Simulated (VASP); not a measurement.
LiCl (distorted zincblende): one PBE single-point calculation in two programs

```xyz
2
Lattice="0.0427 2.7218 2.7012 2.8047 -0.0105 2.7545 2.7522 2.7226 0.0420" Properties=species:S:1:pos:R:3 pbc="T T T"
Li    2.8401    2.6966    5.4321
Cl    1.4341    1.3434    1.4056
```

Each program uses its own PAW datasets. VASP's cell holds 10 valence electrons and Ansatz's 10. Ansatz's stress includes a Pulay correction; VASP's doesn't.

Cutoffs: 520 eV in VASP, 420 eV in Ansatz. k meshes: 6×6×6 and 6×6×6.

```json
{"": "gap between bands v and c on the k mesh", "VASP": "6.01 eV", "Ansatz": "6.00 eV"}
{"": "least direct gap on the k mesh", "VASP": "6.01 eV", "Ansatz": "6.00 eV"}
{"": "pressure", "VASP": "0.8 GPa", "Ansatz": "0.9 GPa"}
{"": "largest force", "VASP": "0.14 eV/Å", "Ansatz": "0.14 eV/Å"}
```

Forces (eV/Å), VASP:

| atom | Fx | Fy | Fz |
| --- | --- | --- | --- |
| Li | 0.068 | 0.066 | 0.100 |
| Cl | -0.068 | -0.066 | -0.100 |

Ansatz:

| atom | Fx | Fy | Fz |
| --- | --- | --- | --- |
| Li | 0.067 | 0.065 | 0.100 |
| Cl | -0.067 | -0.065 | -0.100 |
